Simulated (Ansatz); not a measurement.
The system is CoO.

```
Co O
1.0
     0.00000    2.13150    2.13150
     2.13150    0.00000    2.13150
     2.13150    2.13150    0.00000
Co O
1 1
Direct
  0.00000 0.00000 0.00000
  0.50000 0.50000 0.50000
```

Base run:

* Program: Ansatz 0.2.0
* Functional: PBE
* Potentials or basis: Ansatz PAW
* Cutoff: 420 eV (not typed: the program's choice for these potentials)
* k mesh: 11 × 11 × 11
* Occupations: fermi-dirac, width 0.05 eV
* Spin: collinear spin, ferromagnetic start
* Starting moments: [2.0, 0.0] μB

Its results: band gap on the k mesh none (metal or under the smearing width); pressure -1.8 GPa; net moment 2.93 μB per cell; site moments Co +2.49; O +0.32 μB.

Problem. The run is repeated on the same cell with these changes: functional from PBE to LDA. What comes out?

Solution. Band gap on the k mesh none (metal or under the smearing width); pressure -19.2 GPa; net moment 2.88 μB per cell; site moments Co +2.43; O +0.34 μB.

LDA binds more tightly than PBE, so the same cell stands under less pressure.

Caveats: a cell with one magnetic atom can't hold antiferromagnetic order, which such compounds often take; semilocal functionals often make such compounds metallic where correlation or magnetic order opens a gap, which also shifts bond lengths; so large a pressure means that the cell lies far from this level's equilibrium, or that cutoff or potentials fall short (some runs); the PAW data sets come from PBE, with cores solved anew for the run's functional, which leaves a small shift of forces and pressure (some runs).
